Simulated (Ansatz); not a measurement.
# Mg2Si: how the settings move a single-point run

Aim: see which settings change the result for Mg2Si, by how much, and at what cost.

Program: Ansatz 0.2.0. Level of theory: reference: DFT, HSE06, plane waves, PAW. These are calculated values, not measurements.

4 further runs of the same task are left out: 1 for a known fault of the program, 3 that didn't finish.

## Step 1: The system as given

The structure is cubic, space group Fm-3m (No. 225). Conventional cell: a = 6.338 Å, b = 6.338 Å, c = 6.338 Å, α = 90.00°, β = 90.00°, γ = 90.00°. Around Si (site symmetry m-3m) lie 8 Mg at 2.74 Å. Around Mg (site symmetry -43m) lie 4 Si at 2.74 Å.

As a file:

```
Si Mg
1.0
     0.00000    3.16896    3.16896
     3.16896    0.00000    3.16896
     3.16896    3.16896    0.00000
Si Mg
1 2
Direct
  0.00000 0.00000 0.00000
  0.25000 0.25000 0.25000
  0.75000 0.75000 0.75000
```

## Step 2: The reference run

The input, input.yaml:

```yaml
crystal:
  lattice:
    - [0.0, 3.1689631853, 3.1689631853]
    - [3.1689631853, 0.0, 3.1689631853]
    - [3.1689631853, 3.1689631853, 0.0]
  atoms:
    - { symbol: Si, position: [0.0, 0.0, 0.0] }
    - { symbol: Mg, position: [0.25, 0.25, 0.25] }
    - { symbol: Mg, position: [0.75, 0.75, 0.75] }
kpoints:
  mp_grid: { grid: [4, 4, 4] }
hamiltonian:
  xc: hse06
scf:
  occupations: { method: fixed }
  n_extra_bands: 4
output:
  forces: true
  stress: true
  eigenvalues: true
  write_density: true
  write_potential: true
  elf: true
  volumetric_format: npy
```

The run is started by

```sh
$ ansatz run input.yaml --threads 4 --pin off --max-ram 3686MiB --backend cpu --events-out ev --progress --plain --runs-dir out
```

## Step 3: Variant: exchange pbe, correlation pbe, coeff 0.35, omega 0.2078

Edit input.yaml of step 2 so:

```diff
@@ -12,3 +12,6 @@
 hamiltonian:
-  xc: hse06
+  xc:
+    exchange: pbe
+    correlation: pbe
+    exx: { coeff: 0.35, omega: 0.2078 }
 scf:
@@ -20,5 +23 @@
   eigenvalues: true
-  write_density: true
-  write_potential: true
-  elf: true
-  volumetric_format: npy
```

## Step 4: Changing settings: exchange pbe, correlation pbe, coeff 0.4, omega 0.3

Edit input.yaml of step 2 so:

```diff
@@ -12,3 +12,3 @@
 hamiltonian:
-  xc: hse06
+  xc: { exchange: pbe, correlation: pbe, exx: { coeff: 0.4, omega: 0.3 } }
 scf:
@@ -20,5 +20 @@
   eigenvalues: true
-  write_density: true
-  write_potential: true
-  elf: true
-  volumetric_format: npy
```

## Step 5: Variant: occupations.method cold, occupations.width 0.2

Edit input.yaml of step 2 so:

```diff
@@ -14,3 +14,3 @@
 scf:
-  occupations: { method: fixed }
+  occupations: { method: cold, width: 0.2 }
   n_extra_bands: 4
@@ -20,5 +20 @@
   eigenvalues: true
-  write_density: true
-  write_potential: true
-  elf: true
-  volumetric_format: npy
```

Before running it: what results should come out? Wanted: for each run, ending; energy change; pressure; gap; force.

As calculated:

```tsv
run	ending	energy change	pressure (GPa)	gap (eV)	force (eV/Å)	cycles	time
reference	converged	0	0.0	0.57	0.00	13	26 s
1: exchange pbe, correlation pbe, coeff 0.35, omega 0.2078	converged	not comparable	-0.3	0.74	0.00	16	31 s
2: exchange pbe, correlation pbe, coeff 0.4, omega 0.3	converged	not comparable	-0.2	0.61	0.00	16	30 s
3: occupations.method cold, occupations.width 0.2	converged	+0.3 meV/atom (σ→0)	0.0	0.57	0.00	17	28 s
```

Times don't compare one to one where runs were asked for different outputs or read a saved state (see the inputs); cycles may leave out searches for a lower state.

Residual by cycle in the longest SCF loop of each run; runs are numbered as in the table. The quantity is the density residual dr2, in eV.

```tsv
cycle	reference	run 1	run 2	run 3
1	0.00413	0.00736	0.00878	0.0189
2	8.7e-4	0.00158	0.00184	0.00742
3	3.1e-4	0.00109	0.00116	2.4e-4
4	5.2e-5	2.0e-4	2.2e-4	7.3e-5
5	3.8e-6	3.1e-5	3.0e-5	9.8e-6
6	9.9e-7	5.3e-6	5.5e-6	7.3e-7
7	-	-	-	1.9e-8
8	-	-	-	1.3e-9
9	-	-	-	9.0e-12
```

What this shows: «occupations.method cold, occupations.width 0.2» moves the energy by +0.3 meV/atom.
